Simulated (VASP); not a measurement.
Set up this calculation in VASP 6.6.1, as the native input.

```yaml
Task: relaxation of cell and atoms
Functional: PBE
Potentials_or_basis: VASP PAW PBE potentials, release 64 (B, As)
Cutoff: 600 eV
k_mesh: 10 × 10 × 10
Occupations: gaussian, width 0.03 eV
Spin: no spin polarisation
Further_INCAR_settings: ALGO = Normal; EDIFF = 1e-07; IBRION = 2; EDIFFG = -0.005; NSW = 90; ISIF = 3
```

The structure of BAs lies in POSCAR:

```
BAs                                     
1.0
    0.0000000000      2.4081703798      2.4081703798
    2.4081703798      0.0000000000      2.4081703798
    2.4081703798      2.4081703798      0.0000000000
  B               As            
     1     1
Direct
     0.0000000000000000    0.0000000000000000    0.0000000000000000
     0.2500000000000000    0.2500000000000000    0.2500000000000000
```

These files were run (other wordings do the same):

INCAR

```
SYSTEM = BAs
  PREC = Accurate
  ENCUT = 600
  EDIFF = 1E-7
  ISMEAR = 0
  SIGMA = 0.03
  LREAL = .FALSE.
  LASPH = .TRUE.
  NELM = 80
  ALGO = Normal
  ISIF = 3
  LWAVE = .FALSE.
  LCHARG = .FALSE.
  GGA = PE
  IBRION = 2
  NSW = 90
  EDIFFG = -0.005
```

KPOINTS

```
regular mesh
0
G
  10 10 10
  0 0 0
```

Potentials or basis: VASP PAW PBE potentials, release 64 (B, As).

Launch:

```sh
$ cat potpaw_PBE.64/B/POTCAR potpaw_PBE.64/As/POTCAR > POTCAR
$ mpirun -np 1 vasp_std > vasp.out
```

Results of the run:

The pressure after relaxing is 0.0 GPa and the band gap on the k mesh is 1.20 eV, indirect (least direct gap 3.25 eV).

Caveat: the relaxation stopped at its first step, so nothing moved.

Wall time 8.8 s on 1 thread of Intel(R) Xeon(R) Platinum 8488C (Sapphire Rapids), on a shared host, peak memory 0.16 GiB.
